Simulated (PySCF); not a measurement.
Atoms are numbered as in `[CH2:1]=[CH:2][CH2:3][CH3:4]`; H(Xn) means a hydrogen on atom n. Ha(C1) is cis to C3; Hb(C1) is trans to C3.

GIAO PBE0/pcSseg-1 shifts (PySCF 2.14, gas phase, non-relativistic, equivalent atoms averaged), each against references optimised in the same way as the molecule (TMS).

On the GFN2-xTB geometry: C2 150.2, C1 120.2, C3 34.1, C4 17.4, H(C2) 6.15, Ha(C1) 5.38, Hb(C1) 5.20, H(C3) 2.13, H(C4) 1.06 ppm.

**Question.** What changes on the PBE0-D3(BJ)/def2-SVP geometry?

**Answer.** 
| atoms | δ (ppm) | change |
| --- | --- | --- |
| C2 | 150.2 | +0.0 |
| C1 | 121.8 | +1.6 |
| C3 | 32.4 | -1.7 |
| C4 | 16.6 | -0.8 |
| H(C2) | 5.99 | -0.16 |
| Ha(C1) | 5.33 | -0.05 |
| Hb(C1) | 5.20 | +0.00 |
| H(C3) | 2.00 | -0.13 |
| H(C4) | 1.01 | -0.05 |

Bonds between heavy atoms that differ most (equivalent bonds averaged): C1–C2 1.319 → 1.334 Å, C3–C4 1.528 → 1.526 Å. Mean change of bonds to hydrogen: C–H +0.014 Å.
